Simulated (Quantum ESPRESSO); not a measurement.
# HgTe (Coloradoite) (F-43m) in Quantum ESPRESSO: equation of state, part 2 of 2

Quantum ESPRESSO 7.5. The steps go on from the part before.

### 7 Single point, PBEsol, 34.54 Å³/atom

pw.in reads:

```
&CONTROL
  calculation = 'scf'
  prefix = 'pwscf'
  outdir = './tmp'
  pseudo_dir = './pseudo'
  tstress = .true.
  disk_io = 'nowf'
/
&SYSTEM
  ibrav = 0
  nat = 2
  ntyp = 2
  ecutwfc = 45
  ecutrho = 360
  nbnd = 15
  occupations = 'smearing'
  smearing = 'fd'
  degauss = 0.00367493
/
&ELECTRONS
  conv_thr = 4d-10
  electron_maxstep = 120
  mixing_beta = 0.5
/
ATOMIC_SPECIES
Hg   200.5920 hg_pbesol_v1.uspp.F.UPF
Te   127.6000 te_pbesol_v1.uspp.F.UPF
CELL_PARAMETERS angstrom
   0.0000000000    3.2568009036    3.2568009036
   3.2568009036    0.0000000000    3.2568009036
   3.2568009036    3.2568009036    0.0000000000
ATOMIC_POSITIONS crystal
Hg     0.0000000000    0.0000000000    0.0000000000
Te     0.7500000000    0.7500000000    0.7500000000
K_POINTS automatic
7 7 7 0 0 0
```

Potentials or basis: GBRV 1.5 PBEsol.

On the command line:

```
$ OMP_NUM_THREADS=1 mpirun -n 2 pw.x -nk 2 -in pw.in > pw.out
```

pw.out:

```text
This program is part of the open-source Quantum ESPRESSO suite
     for quantum simulation of materials; please cite
[... 13 lines left out ...]
     --------------------
     sticks:   dense  smooth     PW     G-vecs:    dense   smooth      PW
     Sum        1891     931    283                53977    18907    3119

     Using Slab Decomposition

     bravais-lattice index     =            0
     lattice parameter (alat)  =       8.7037  a.u.
     unit-cell volume          =     466.2300 (a.u.)^3
     number of atoms/cell      =            2
     number of atomic types    =            2
     number of electrons       =        18.00
     number of Kohn-Sham states=           15
     kinetic-energy cutoff     =      45.0000  Ry
     charge density cutoff     =     360.0000  Ry
     scf convergence threshold =      4.0E-10
     mixing beta               =       0.5000
     number of iterations used =            8  plain     mixing
     Exchange-correlation= SLA  PW   PSX  PSC
                           (   1   4  10   8   0   0   0)

     celldm(1)=   8.703723  celldm(2)=   0.000000  celldm(3)=   0.000000
     celldm(4)=   0.000000  celldm(5)=   0.000000  celldm(6)=   0.000000

     crystal axes: (cart. coord. in units of alat)
               a(1) = (   0.000000   0.707107   0.707107 )
               a(2) = (   0.707107   0.000000   0.707107 )
               a(3) = (   0.707107   0.707107   0.000000 )

     reciprocal axes: (cart. coord. in units 2 pi/alat)
               b(1) = ( -0.707107  0.707107  0.707107 )
               b(2) = (  0.707107 -0.707107  0.707107 )
               b(3) = (  0.707107  0.707107 -0.707107 )

     PseudoPot. # 1 for Hg read from file:
     hg_pbesol_v1.uspp.F.UPF
     Pseudo is Ultrasoft + core correction, Zval = 12.0
     Generated by new atomic code, or converted to UPF format
     Using radial grid of  985 points,  6 beta functions with:
                l(1) =   0
                l(2) =   0
                l(3) =   1
                l(4) =   1
                l(5) =   2
                l(6) =   2
     Q(r) pseudized with  8 coefficients,  rinner =    2.000   2.000   2.000
                                                       2.000   2.000

     PseudoPot. # 2 for Te read from file:
     te_pbesol_v1.uspp.F.UPF
     Pseudo is Ultrasoft + core correction, Zval =  6.0
     Generated by new atomic code, or converted to UPF format
     Using radial grid of  891 points,  5 beta functions with:
                l(1) =   0
                l(2) =   0
                l(3) =   1
                l(4) =   1
                l(5) =   2
     Q(r) pseudized with  6 coefficients,  rinner =    1.800   1.800   1.800
                                                       1.800   1.800

     atomic species   valence    mass     pseudopotential
     Hg               12.00   200.59200     Hg( 1.00)
     Te                6.00   127.60000     Te( 1.00)

     24 Sym. Ops. (no inversion) found

   Cartesian axes

     site n.     atom                  positions (alat units)
         1        Hg     tau(   1) = (   0.0000000   0.0000000   0.0000000  )
         2        Te     tau(   2) = (   1.0606602   1.0606602   1.0606602  )

     number of k points=    20  Fermi-Dirac smearing, width (Ry)=  0.0037
                       cart. coord. in units 2pi/alat
        k(    1) = (   0.0000000   0.0000000   0.0000000), wk =   0.0058309
        k(    2) = (   0.1010153   0.1010153  -0.1010153), wk =   0.0466472
        k(    3) = (   0.2020305   0.2020305  -0.2020305), wk =   0.0466472
        k(    4) = (   0.3030458   0.3030458  -0.3030458), wk =   0.0466472
        k(    5) = (   0.2020305  -0.0000000   0.0000000), wk =   0.0349854
        k(    6) = (   0.3030458   0.1010153  -0.1010153), wk =   0.1399417
[... 12 lines left out ...]
        k(   19) = (  -0.1010153  -0.5050763   0.7071068), wk =   0.1399417
        k(   20) = (   0.0000000  -0.4040610   0.6060915), wk =   0.1399417

     Dense  grid:    53977 G-vectors     FFT dimensions: (  54,  54,  54)

     Smooth grid:    18907 G-vectors     FFT dimensions: (  40,  40,  40)

     Initial potential from superposition of free atoms

     starting charge      17.9997, renormalised to      18.0000
     Starting wfcs are   13 randomized atomic wfcs +    2 random wfcs

     Self-consistent Calculation

     iteration #  1     ecut=    45.00 Ry     beta= 0.50
     Davidson diagonalization with overlap
     ethr =  1.00E-02,  avg # of iterations =  5.3

     Threshold (ethr) on eigenvalues was too large:
     Diagonalizing with lowered threshold

     Davidson diagonalization with overlap
     ethr =  2.93E-04,  avg # of iterations =  3.5

     total energy              =    -133.96157134 Ry
     estimated scf accuracy    <       0.05017299 Ry

     iteration #  2     ecut=    45.00 Ry     beta= 0.50
     Davidson diagonalization with overlap
     ethr =  2.79E-04,  avg # of iterations =  2.3

     total energy              =    -133.97402389 Ry
     estimated scf accuracy    <       0.01264932 Ry

     iteration #  3     ecut=    45.00 Ry     beta= 0.50
     Davidson diagonalization with overlap
     ethr =  7.03E-05,  avg # of iterations =  3.0

     total energy              =    -133.97608046 Ry
     estimated scf accuracy    <       0.00091293 Ry
[... 26 lines left out ...]
     total energy              =    -133.97615281 Ry
     estimated scf accuracy    <       0.00000012 Ry

     iteration #  8     ecut=    45.00 Ry     beta= 0.50
     Davidson diagonalization with overlap
     ethr =  6.57E-10,  avg # of iterations =  2.0

     total energy              =    -133.97615284 Ry
     estimated scf accuracy    <          7.1E-10 Ry

     iteration #  9     ecut=    45.00 Ry     beta= 0.50
     Davidson diagonalization with overlap
     ethr =  3.96E-12,  avg # of iterations =  4.3

     End of self-consistent calculation

          k = 0.0000 0.0000 0.0000 (  2421 PWs)   bands (ev):

    -6.1834  -1.5168  -1.5168  -1.5168  -1.0071  -1.0071   4.8244   5.7028
     5.7028   5.7028   9.8874   9.8874   9.8874  12.1673  15.2911

          k = 0.1010 0.1010-0.1010 (  2379 PWs)   bands (ev):

    -6.0875  -1.4902  -1.4902  -1.4783  -1.0086  -1.0086   3.5965   5.4878
     5.4878   6.3532   9.8168  10.1793  10.1793  13.2919  14.3833

          k = 0.2020 0.2020-0.2020 (  2373 PWs)   bands (ev):

    -5.8589  -1.4366  -1.4366  -1.2962  -1.0025  -1.0025   1.9344   5.0746
     5.0746   6.4564  10.5988  10.5988  10.8437  13.4284  14.3229

          k = 0.3030 0.3030-0.3030 (  2383 PWs)   bands (ev):

    -5.6614  -1.4024  -1.4024  -0.9847  -0.9847  -0.8679   0.5800   4.7861
     4.7861   6.3286  10.6889  10.6889  12.2897  13.3037  15.3848

          k = 0.2020-0.0000 0.0000 (  2369 PWs)   bands (ev):

    -6.0552  -1.5009  -1.4639  -1.4639  -1.0256  -0.9934   3.5084   5.1465
     5.1465   6.9407   9.0663  10.6480  10.6480  13.1779  13.7912

          k = 0.3030 0.1010-0.1010 (  2375 PWs)   bands (ev):

    -5.8693  -1.4498  -1.4047  -1.3582  -1.0263  -0.9812   2.3054   4.6326
     4.7020   7.3404   9.2384  11.0659  11.2436  13.1438  14.8080

          k = 0.4041 0.2020-0.2020 (  2392 PWs)   bands (ev):

    -5.6576  -1.3985  -1.3638  -1.1037  -0.9725  -0.9196   0.9666   4.0923
     4.4658   7.2986  10.0105  11.3243  11.5226  14.0834  14.9671

          k =-0.2020-0.4041 0.4041 (  2375 PWs)   bands (ev):

    -5.5892  -1.3808  -1.3634  -1.0109  -0.9882  -0.7011   0.4062   3.7990
     4.5665   7.2372  10.2574  11.1107  12.3621  14.1278  15.1928

          k =-0.1010-0.3030 0.3030 (  2371 PWs)   bands (ev):

    -5.7240  -1.4012  -1.3925  -1.1616  -1.0180  -0.9600   1.3835   3.9098
     4.9524   7.2524  10.4297  10.8229  11.1277  13.8607  14.4927

          k =-0.0000-0.2020 0.2020 (  2379 PWs)   bands (ev):

    -5.9463  -1.4597  -1.4408  -1.4023  -1.0237  -0.9910   2.6858   4.5503
     5.3848   7.0057   9.7852  10.3572  10.8327  13.6117  14.3710

          k = 0.4041-0.0000 0.0000 (  2393 PWs)   bands (ev):

    -5.7473  -1.4174  -1.3312  -1.3312  -1.0202  -0.9625   1.9311   4.2043
     4.2043   7.6113   8.5370  12.2616  12.2616  12.4085  15.6355

          k = 0.5051 0.1010-0.1010 (  2375 PWs)   bands (ev):

    -5.5776  -1.3604  -1.2757  -1.2188  -0.9543  -0.8758   1.0590   3.5899
     3.9321   7.7658   8.8721  11.8462  12.6876  14.1321  16.0729

          k =-0.1010-0.5051 0.5051 (  2374 PWs)   bands (ev):

    -5.4916  -1.3434  -1.2744  -1.0927  -0.9762  -0.5785   0.4093   2.9973
     4.0380   7.8598   9.8701  12.0756  12.3181  13.7257  15.3912

          k = 0.0000-0.4041 0.4041 (  2365 PWs)   bands (ev):

    -5.5593  -1.3541  -1.3271  -1.0389  -1.0105  -0.7899   0.7737   2.9953
     4.4673   7.8591  10.3122  11.6220  11.6445  14.1168  14.1542

          k = 0.6061-0.0000 0.0000 (  2373 PWs)   bands (ev):

    -5.4789  -1.3455  -1.2068  -1.2068  -0.9375  -0.7272   0.6205   3.5849
     3.5849   7.5240   8.2126  13.3924  14.0528  14.0528  15.9033

          k =-0.0000-0.6061 0.6061 (  2378 PWs)   bands (ev):

    -5.4403  -1.3273  -1.2057  -1.1713  -0.9484  -0.5194   0.3067   3.1700
     3.6278   7.7305   8.6945  13.0333  13.6845  14.1629  15.9719

          k = 0.4041 0.2020 0.0000 (  2375 PWs)   bands (ev):

    -5.6896  -1.3897  -1.3497  -1.2242  -0.9960  -0.9533   1.4940   3.6732
     4.4780   7.8578   9.4038  10.8330  12.1369  13.5073  15.9523

          k =-0.2020-0.4041 0.6061 (  2384 PWs)   bands (ev):

    -5.5384  -1.3464  -1.3177  -1.0736  -0.9880  -0.7126   0.6117   3.2071
     4.1216   8.0511  10.0398  10.9058  12.7083  13.6873  15.5802

          k =-0.1010-0.5051 0.7071 (  2365 PWs)   bands (ev):

    -5.4715  -1.3159  -1.2554  -1.1478  -0.9654  -0.6175   0.5038   3.2380
     3.5327   8.1616   9.0808  11.7133  13.2628  14.3444  16.3698

          k = 0.0000-0.4041 0.6061 (  2379 PWs)   bands (ev):

    -5.4544  -1.3111  -1.2641  -1.0698  -1.0098  -0.4745   0.3131   2.9140
     3.6130   8.4168  10.0468  11.2946  12.2144  14.2753  15.7650

     the Fermi energy is     5.7453 ev

!    total energy              =    -133.97615284 Ry
     estimated scf accuracy    <          1.9E-10 Ry
     smearing contrib. (-TS)   =      -0.00005304 Ry
     internal energy E=F+TS    =    -133.97609979 Ry

     The total energy is F=E-TS. E is the sum of the following terms:
     one-electron contribution =     -33.82083087 Ry
     hartree contribution      =      29.34064004 Ry
     xc contribution           =     -53.06729578 Ry
     ewald contribution        =     -76.42861319 Ry

     convergence has been achieved in   9 iterations

     Computing stress (Cartesian axis) and pressure

          total   stress  (Ry/bohr**3)                   (kbar)     P=        2.86
   0.00001941  -0.00000000   0.00000000            2.86       -0.00        0.00
  -0.00000000   0.00001941  -0.00000000           -0.00        2.86       -0.00
   0.00000000  -0.00000000   0.00001941            0.00       -0.00        2.86

=------------------------------------------------------------------------------=
   JOB DONE.
=------------------------------------------------------------------------------=
```

Run time: 10 s. Hardware: 2 MPI ranks of Arm Neoverse V2, shared host; peak memory 0.3 GiB.

Results:

* Free energy: -1822.8384 eV
* Pressure: 0.3 GPa
* Band gap on the k mesh: none (metal or under the smearing width)

### 8 Single point, PBEsol, 35.21 Å³/atom

Changes to pw.in since step 7:

```diff
@@ -28,5 +28,5 @@
 CELL_PARAMETERS angstrom
-   0.0000000000    3.2568009036    3.2568009036
-   3.2568009036    0.0000000000    3.2568009036
-   3.2568009036    3.2568009036    0.0000000000
+   0.0000000000    3.2775454177    3.2775454177
+   3.2775454177    0.0000000000    3.2775454177
+   3.2775454177    3.2775454177    0.0000000000
 ATOMIC_POSITIONS crystal
```

On the command line:

```
$ OMP_NUM_THREADS=1 mpirun -n 2 pw.x -nk 2 -in pw.in > pw.out
```

Run time: 9.6 s. Hardware: 2 MPI ranks of Arm Neoverse V2, shared host; peak memory 0.3 GiB.

Results (log left out):

- Free energy: -1822.8375 eV
- Pressure: -0.5 GPa
- Band gap on the k mesh: none (metal or under the smearing width)

### 9 Equation of state, PBEsol

Potentials or basis: GBRV 1.5 PBEsol.

No new run: the results of the series are fitted here.

What came out:

```
Equilibrium volume                      : 34.78 Å³/atom
Bulk modulus                            : 42 GPa
Pressure derivative of the bulk modulus : 5.2
```

Energy against volume, from the lowest point:
```tsv
volume (Å³/atom)	energy (meV/atom)
31.223	59.99
31.887	37.91
32.551	21.47
33.215	10.03
33.880	3.04
34.544	0.00
35.208	0.46
```

Spin-orbit coupling is left out, which matters for the levels of Hg, Te.

### 10 Comparison with measurements

Step 9. A measured bulk modulus of HgTe is 43 GPa (a printed reference work, monograph); the calculated 42 GPa misses it by -1.6 %. The fit is for a static lattice scaled at fixed shape and fixed fractional positions.
